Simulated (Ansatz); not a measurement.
# C: the cost of one run

Method: DFT PBE, scalar-relativistic, plane waves, PAW, in Ansatz 0.2.0.

3 further runs of the same task are left out: 1 that didn't finish, 2 set aside as unsound or not needed.

### Step 1. The structure to begin with

It takes space group R-3m (No. 166, trigonal). Conventional cell: a = 2.467 Å, b = 2.467 Å, c = 25.727 Å, α = 90.00°, β = 90.00°, γ = 120.00°. Around C (site symmetry 3m) lie 3 C at 1.42 Å.

Structure file:

```xyz
4
Lattice="1.2333 0.7120 8.5757 -1.2333 0.7120 8.5757 0.0000 -1.4240 8.5757" Properties=species:S:1:pos:R:3 pbc="T T T"
C     0.0000    0.0000   23.6061
C     0.0000    0.0000    6.4547
C     0.0000    0.0000   19.2723
C     0.0000    0.0000    2.1209
```

It goes back to an entry of the Materials Project, which need not be the stable form.

This cell was relaxed beforehand with the same method: volume 11.30 Å³/atom, gap on the mesh 0.07 eV.

### Step 2. Band edges over the zone

input.yaml reads:

```yaml
crystal:
  lattice:
    - [1.2332581305, 0.7120219136, 8.5756683668]
    - [-1.2332581305, 0.7120219136, 8.5756683668]
    - [0.0, -1.4240438272, 8.5756683668]
  atoms:
    - { symbol: C, position: [0.9175619941, 0.9175619941, 0.9175619941] }
    - { symbol: C, position: [0.2508919214, 0.2508919214, 0.2508919214] }
    - { symbol: C, position: [0.7491080786, 0.7491080786, 0.7491080786] }
    - { symbol: C, position: [0.0824380059, 0.0824380059, 0.0824380059] }
basis:
  ecutwfc: 420
kpoints:
  mp_grid: { grid: [18, 18, 18] }
  band_path: { path: [VBM, CBM], npoints: 2 }
hamiltonian:
  xc: pbe
scf:
  occupations: { method: gaussian, width: 0.01 }
output:
  forces: true
  stress: true
  eigenvalues: true
checkpoint:
  read: start.run
  write: ck
  compress: false
  write_wavefunctions: false
  write_every: 100000
```

Launch:

```bash
> ansatz run input.yaml --threads 1 --pin off --max-ram 2560MiB --backend cpu --events-out ev --progress --plain --runs-dir out
```

Q: Estimate wall time and peak memory on 1 thread of Arm Neoverse V2, shared host.

About 22 s, with a peak of 0.49 GiB.
